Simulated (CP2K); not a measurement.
Nb:

```
CELL_PARAMETERS angstrom
2.88205 0.00000 0.00000
-0.96068 2.71722 0.00000
-0.96068 -1.35861 2.35318
ATOMIC_POSITIONS crystal
Nb 0.00000 0.00000 0.00000
```

Program: CP2K 2026.2. Alike in all runs: task band structure; potentials or basis POTENTIAL_UZH Nb GTH-PBE-q13; TZVP-MOLOPT-PBE-GTH basis; no spin polarisation; cell as given; k mesh 11 × 11 × 11; smearing fermi-dirac 0.05 eV.

Problem. Order these runs on this cell by their pressure, lowest first.
A. level vdW-DF2; cutoff of the non-local correlation (Ry) 300
B. level LDA
C. level HLE16
D. level PBEsol
E. level r2SCAN

Solution. C (-38.1 GPa), B (-9.6 GPa), D (-6.4 GPa), E (-2.2 GPa), A (9.1 GPa).

Caveats: the potentials were made for another functional, which shifts forces and pressure; the basis of atomic orbitals isn't converged, which shifts pressures, moduli and gaps; the potentials were made for a functional far from this one (some runs); the cell as given lies far from equilibrium (some runs).

Runs at the PBE level aren't shown here.
